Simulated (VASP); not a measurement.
# ZrO₂: convergence, band structure

ZrO₂, Fm-3m (no. 225), 3 atoms in the cell. LDA; PAW potentials Zr_sv, O (LDA set). VASP 6.6.1.

Wanted: band energies at the path's corners within 0.02 eV; smallest gap over path and mesh within 0.01 eV.

What the run is for: bands; Accuracy asked: standard; Route: fixed density (ICHARG 11).

Band energies at the path's corners: counted from the valence top.

POSCAR:
```
ZrO2
1.0
    0.0000000000      2.5450727058      2.5450727058
    2.5450727058      0.0000000000      2.5450727058
    2.5450727058      2.5450727058      0.0000000000
Zr O
1 2
Direct
    0.0000000000      0.0000000000      0.0000000000
    0.7500000000      0.7500000000      0.7500000000
    0.2500000000      0.2500000000      0.2500000000
```

The series start from Plane-wave cutoff (eV): 460; k-point mesh: 6 × 6 × 6; k points a path segment: 12; Electronic threshold (eV): 1e-6; Precision mode (PREC): Accurate; Bands in all (NBANDS): 25; Highest l that the mixer handles (LMAXMIX): 4. Each series keeps the choices made before it, and each single choice may use up half of a tolerance. Times cover all steps of a run.

## Plane-wave cutoff (eV)

| Plane-wave cutoff (eV) | Band energies at the path's corners, largest deviation (eV) | Smallest gap over path and mesh (eV) | Time (s) |
|---|---|---|---|
| 320 | 0.101 | 3.320 | 16 |
| 400 | 0.009 | 3.234 | 16 |
| 460 | 0.001 | 3.231 | 30 |
| 520 | 0.003 | 3.229 | 35 |
| 640 (reference) | 0.000 | 3.232 | 50 |

Chosen: 400, the loosest value from which every tighter one stays within half of the tolerance.

## k-point mesh

| k-point mesh | Band energies at the path's corners, largest deviation (eV) | Smallest gap over path and mesh (eV) | Time (s) |
|---|---|---|---|
| 3 × 3 × 3 | 0.002 | 3.232 | 15 |
| 4 × 4 × 4 | 0.001 | 3.233 | 16 |
| 5 × 5 × 5 | 0.000 | 3.233 | 15 |
| 6 × 6 × 6 | 0.001 | 3.234 | 16 |
| 8 × 8 × 8 | 0.000 | 3.234 | 20 |
| 9 × 9 × 9 (reference) | 0.000 | 3.234 | 19 |

Chosen: 3 × 3 × 3.

## Electronic threshold (eV)

| Electronic threshold (eV) | Band energies at the path's corners, largest deviation (eV) | Smallest gap over path and mesh (eV) | Time (s) |
|---|---|---|---|
| 0.001 | 0.001 | 3.232 | 6.8 |
| 0.0001 | 0.000 | 3.231 | 6.3 |
| 1e-5 | 0.000 | 3.231 | 6.8 |
| 1e-6 | 0.000 | 3.232 | 8.2 |
| 1e-7 (reference) | 0.000 | 3.232 | 8.6 |

Chosen: 0.001.

## Precision mode (PREC)

| Precision mode (PREC) | Band energies at the path's corners, largest deviation (eV) | Smallest gap over path and mesh (eV) | Time (s) |
|---|---|---|---|
| SingleN | 0.001 | 3.233 | 5.6 |
| Normal | 0.000 | 3.232 | 6.3 |
| Accurate (reference) | 0.000 | 3.232 | 6.8 |

Chosen: SingleN.

## Bands in all (NBANDS)

| Bands in all (NBANDS) | Band energies at the path's corners, largest deviation (eV) | Smallest gap over path and mesh (eV) | Time (s) |
|---|---|---|---|
| 14 | 0.010 | 3.223 | 4.1 |
| 15 | 0.013 | 3.220 | 3.7 |
| 18 | 0.009 | 3.224 | 5.3 |
| 25 | 0.001 | 3.233 | 5.6 |
| 35 (reference) | 0.000 | 3.232 | 6.0 |

Chosen: 25.

## Highest l that the mixer handles (LMAXMIX)

| Highest l that the mixer handles (LMAXMIX) | Band energies at the path's corners, largest deviation (eV) | Smallest gap over path and mesh (eV) | Time (s) |
|---|---|---|---|
| 4 | 0.000 | 3.233 | 5.6 |
| 2 | 0.003 | 3.235 | 4.8 |
| 6 | 0.000 | 3.233 | 5.1 |

Chosen: 4; no other choice that stays within half of the tolerance saves 30 % of the time.

Also changed on the way, by series that aren't shown: k points a path segment: 5.

## All choices together

| Input | Band energies at the path's corners, largest deviation (eV) | Smallest gap over path and mesh (eV) | Time (s) |
|---|---|---|---|
| the program's defaults (naive) | 0.008 | 3.233 | 10 |
| chosen settings | 0.008 | 3.233 | 5.6 |
| reference settings throughout | 0.000 | 3.232 | 157 |

The tolerance is met.

## The input

INCAR.step1:
```
SYSTEM = ZrO2
  ALGO = Normal
  EDIFF = 0.001
  EFERMI = MIDGAP
  ENCUT = 400
  GGA = CA
  GGA_COMPAT = .FALSE.
  ISMEAR = 0
  LASPH = .TRUE.
  LCHARG = .TRUE.
  LMAXMIX = 4
  LREAL = .FALSE.
  LWAVE = .FALSE.
  NBANDS = 25
  NELM = 120
  PREC = SingleN
  SIGMA = 0.03
```

INCAR.step2, as INCAR.step1 but for:
```
- LCHARG = .TRUE.
+ ICHARG = 11
+ LCHARG = .FALSE.
```

KPOINTS.step1:
```
Automatic mesh
0
Gamma
  3 3 3
  0 0 0
```

KPOINTS.step2:
```
path GXWKGLUWLK,UX
5
line-mode
reciprocal
 0.0000000000  0.0000000000  0.0000000000  G
 0.5000000000  0.0000000000  0.5000000000  X

 0.5000000000  0.0000000000  0.5000000000  X
 0.5000000000  0.2500000000  0.7500000000  W

 0.5000000000  0.2500000000  0.7500000000  W
 0.3750000000  0.3750000000  0.7500000000  K

 0.3750000000  0.3750000000  0.7500000000  K
 0.0000000000  0.0000000000  0.0000000000  G

 0.0000000000  0.0000000000  0.0000000000  G
 0.5000000000  0.5000000000  0.5000000000  L

 0.5000000000  0.5000000000  0.5000000000  L
 0.6250000000  0.2500000000  0.6250000000  U

 0.6250000000  0.2500000000  0.6250000000  U
 0.5000000000  0.2500000000  0.7500000000  W

 0.5000000000  0.2500000000  0.7500000000  W
 0.5000000000  0.5000000000  0.5000000000  L

 0.5000000000  0.5000000000  0.5000000000  L
 0.3750000000  0.3750000000  0.7500000000  K

 0.6250000000  0.2500000000  0.6250000000  U
 0.5000000000  0.0000000000  0.5000000000  X
```

Commands (each step's output is kept before the next begins):
```
cat potpaw_LDA.64/Zr_sv/POTCAR potpaw_LDA.64/O/POTCAR > POTCAR
cp INCAR.step1 INCAR
cp KPOINTS.step1 KPOINTS
mpirun -np 1 vasp_std > vasp.out
cp INCAR.step2 INCAR
cp KPOINTS.step2 KPOINTS
mpirun -np 1 vasp_std > vasp.out
```

The naive input happens to agree within the tolerance here, in 10 s.

Limits: LDA gaps are mostly well below measured ones.

The chosen input took VASP 6.6.1 5.6 s on 1 core (Intel Xeon 6975P-C (Granite Rapids)), a shared host.

## An input that fails: fixed density asked without a density file

VASP's message: ERROR: charge density could not be read from file CHGCAR for ICHARG>10.

Changes against the starting input:
```
- LCHARG = True
- NELM = 120
+ LCHARG = False
+ NELM = 87
+ ICHARG = 11
```
